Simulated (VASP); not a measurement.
BaF2:

```
Ba F
1.0
     0.00000    3.11287    3.11287
     3.11287    0.00000    3.11287
     3.11287    3.11287    0.00000
Ba F
1 2
Direct
  0.00000 0.00000 0.00000
  0.25000 0.25000 0.25000
  0.75000 0.75000 0.75000
```

The cell comes from a database or a generator and needn't be the stable form of this composition.

```yaml
Program: VASP 6.6.1
Task: relaxation of cell and atoms
Functional: PBEsol
Potentials_or_basis: VASP PAW PBE potentials, release 64 (Ba_sv, F_s)
Cutoff: 480 eV
k_mesh: 6 × 6 × 6
Occupations: gaussian, width 0.02 eV
Spin: no spin polarisation
```

At the start: pressure -1.4 GPa; volume 20.11 Å³/atom.

Q: How do energy, volume and symmetry change on relaxing?

A: Over 3 steps the energy falls by 2.0 meV/atom and the volume is 19.65 Å³/atom (-2.3 %); space group Fm-3m (No. 225, to 0.05 Å).

The path:
| step | energy change (eV) | largest force (eV/Å) | pressure (GPa) | volume (Å³) |
| --- | --- | --- | --- | --- |
| 1 | 0.0000 | 0.0000 | -1.36 | 60.33 |
| 2 | -0.0060 | 0.0000 | 0.10 | 58.85 |
| 3 | -0.0060 | 0.0000 | 0.00 | 58.94 |

Final structure:
```xyz
3
Lattice="0.0000 3.0888 3.0888 3.0888 0.0000 3.0888 3.0888 3.0888 0.0000" Properties=species:S:1:pos:R:3 pbc="T T T"
Ba    0.0000    0.0000    0.0000
F     1.5444    1.5444    1.5444
F     4.6332    4.6332    4.6332
```

Caveat: the PAW data sets were made with another functional, which shifts forces and pressure a little.
